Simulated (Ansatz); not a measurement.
**An elastic constant from a strain scan in TiAl**

The calculation used DFT PBE, scalar-relativistic, plane waves, PAW (Ansatz 0.2.0). Cutoff 420 eV, Γ-centred 16×16×12 k-points, Gaussian smearing of 0.15 eV. No spin polarisation. Energies are free energies at this smearing, counted from the undisturbed cell; pressure is positive in compression.

The undisturbed cell (as given, not relaxed at this level; it stands at -0.7 GPa, and it needn't be the usual structure):

```yaml
crystal:
  lattice:
    - [2.83730, 0.00000, 0.00000]
    - [0.00000, 2.83730, 0.00000]
    - [0.00000, 0.00000, 4.05910]
  atoms:
    - { symbol: Ti, position: [0.00000, 0.00000, 0.00000] }
    - { symbol: Al, position: [0.50000, 0.50000, 0.50000] }
```

The cell is strained by ε times the Voigt pattern (0, 1, 0, 0, 0, 0) (xx, yy, zz, yz, xz, xy; engineering shear) with fractional coordinates fixed. The cell holds 2 atoms in V0 = 32.68 Å³. The stress column is τ = (1/V0) dE/dε, got from the stress tensor σ (compression positive) at each point as −det(1 + εP) σ : P(1 + εP)⁻¹, with P the pattern as a tensor.

```
      ε  ΔE (meV/atom)  τ (GPa)
-0.0450         17.886   -9.238
-0.0300          6.660   -5.504
-0.0150          0.872   -2.122
 0.0000          0.000    0.928
 0.0150          3.549    3.661
 0.0300         11.050    6.095
 0.0450         22.052    8.242
 0.0525         28.731    9.207
 0.0600              ?        ?
```

Which combination of elastic constants does this scan measure, and how large is it?

For small ε, τ = τ0 + Kε with K = pᵀCp, which for this pattern is C22 in the Cartesian frame shown. The parabola through τ at ε = -0.0150, 0 and 0.0150 has slope K = 193 GPa at zero. The energies per cell, E = NΔE, of the same two points give K = 2[E(ε₊)/ε₊ − E(ε₋)/ε₋]/[(ε₊ − ε₋)V0] = 193 GPa, in agreement.

Predict the withheld row at ε = 0.0600 from the harmonic law, and compare.

ΔE = V0(τ0 ε + Kε²/2)/N = 41.059 meV/atom and τ = 12.49 GPa. The calculation gives 36.116 meV/atom and 10.10 GPa: the energy lies 12 % below the harmonic value, as bonds soften when stretched.

In a metal these slopes depend on the k mesh and the smearing.